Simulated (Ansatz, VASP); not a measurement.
One calculation of Sb, two programs

```
CELL_PARAMETERS angstrom
2.27043 1.31083 1.85226
-2.27043 1.31083 1.85226
0.00000 -2.62167 1.85226
ATOMIC_POSITIONS crystal
Sb 0.50000 0.50000 0.50000
```

Alike in both runs: functional PBE; k mesh 18 × 18 × 18; occupations gaussian, width 0.1 eV; no spin polarisation.

Ansatz relaxed the structure, and its values are those at the end. VASP's run is a single point on that final structure, the one shown.

```csv
,VASP,Ansatz
version,VASP 6.6.1,Ansatz 0.2.0
potentials or method,"VASP PAW PBE potentials, release 64 (Sb)","scalar-relativistic, plane waves, PAW"
plane-wave cutoff (eV),520,420
valence electrons in the cell,5,15
```

```csv
,VASP,Ansatz,Ansatz less VASP
gap on the k mesh at the Fermi level (eV),none,none,-
pressure (GPa),-4.2,-4.2,+0.05
```

A gap of «none» marks a metal or a gap that the smearing closes. With one functional, cell and mesh, what is left measures potentials, basis and numerics. The two sets of potentials don't hold the same shells in valence. Ansatz warned: «negative_readings_unjudged».

Spin-orbit coupling is left out, which matters for the levels of Sb.
